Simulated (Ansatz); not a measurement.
# SnO₂: vacancy migration on the Sn sublattice

Level of theory: DFT PBEsol, scalar-relativistic, plane waves, PAW (Ansatz). Settings: plane waves to 420 eV, k-mesh 6×6×6 (Γ-centred), Gaussian smearing 0.05 eV. No spin polarisation.

The perfect supercell:

```
Sn O
1.0
    -4.01153   -4.01153    0.00000
    -2.00577   -2.00577    5.12407
    -8.02307    4.01153    0.00000
Sn O
6 12
Direct
  0.08333 0.50000 0.83333
  0.75000 0.50000 0.50000
  0.41667 0.50000 0.16667
  0.66667 0.00000 0.66667
  0.33333 0.00000 0.33333
  0.00000 0.00000 0.00000
  0.86959 0.59416 0.66667
  0.53625 0.59416 0.33333
  0.20292 0.59416 0.00000
  0.88041 0.90584 0.83333
  0.54708 0.90584 0.50000
  0.21375 0.90584 0.16667
  0.46375 0.40584 0.66667
  0.13041 0.40584 0.33333
  0.79708 0.40584 0.00000
  0.28625 0.09416 0.83333
  0.95292 0.09416 0.50000
  0.61959 0.09416 0.16667
```

Atom 1 (Sn) is removed, leaving a vacancy of charge -4 (uniform background), and atom 4 jumps 3.25 Å into it. The vacancy and the half-way point are each relaxed at fixed cell, keeping their symmetry. The supercell is small, and one in 6 of its Sn atoms is missing.

(1) How high does the half-way point lie?

Results:

(1) 1.75 eV above the relaxed vacancy, with the jumping atom 0.00 Å off the straight line, where the cell's symmetry pins it, so a bent path, which could be lower, wasn't tried. This is the barrier if that point is a first-order saddle, which wasn't checked.

Cost: 2 runs of about 26 core-minutes in all, on Intel Xeon 6975P-C (Granite Rapids) (shared hosts).